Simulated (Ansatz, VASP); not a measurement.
**Pb in VASP and in Ansatz**

The input INCAR:

```
PREC = Accurate
ENCUT = 520
EDIFF = 1E-7
ISMEAR = 0
SIGMA = 0.15
LREAL = F
LASPH = T
NELM = 60
ALGO = Fast
ISIF = 2
LWAVE = F
LCHARG = F
GGA = PE
NBANDS = 13
```

File KPOINTS:

```
regular mesh
0
Gamma
  18 18 18
```

The input POSCAR:

```
Pb
1.0
    0.0000000000      2.4698000000      2.4698000000
    2.4698000000      0.0000000000      2.4698000000
    2.4698000000      2.4698000000      0.0000000000
Pb
1
Direct
    0.0000000000      0.0000000000      0.0000000000
```

Input for Ansatz:

```yaml
crystal:
  lattice:
    - [0.0, 2.4698, 2.4698]
    - [2.4698, 0.0, 2.4698]
    - [2.4698, 2.4698, 0.0]
  atoms:
    - { symbol: Pb, position: [0.0, 0.0, 0.0] }
basis:
  ecutwfc: 420
kpoints:
  mp_grid: { grid: [18, 18, 18] }
hamiltonian:
  xc: pbe
scf:
  occupations: { method: gaussian, width: 0.15 }
output:
  forces: true
  stress: true
  eigenvalues: true
  write_density: true
  write_potential: true
  elf: true
  volumetric_format: npy
```

Alike in both runs: task single point; functional PBE; k mesh 18 × 18 × 18; occupations gaussian, width 0.15 eV; no spin polarisation.

|  | VASP | Ansatz |
| --- | --- | --- |
| version | VASP 6.6.1 | Ansatz 0.2.0 |
| potentials or method | VASP PAW PBE potentials, release 64 (Pb_d) | scalar-relativistic, plane waves, PAW |
| plane-wave cutoff (eV) | 520 | 420 |
| valence electrons in the cell | 14 | 14 |

```csv
,VASP,Ansatz,Ansatz less VASP
gap on the k mesh at the Fermi level (eV),none,none,-
pressure (GPa),2.6,2.7,+0.14
```

A gap of «none» marks a metal or a gap that the smearing closes.

The runs have no spin-orbit coupling, so splittings on Pb are missing.
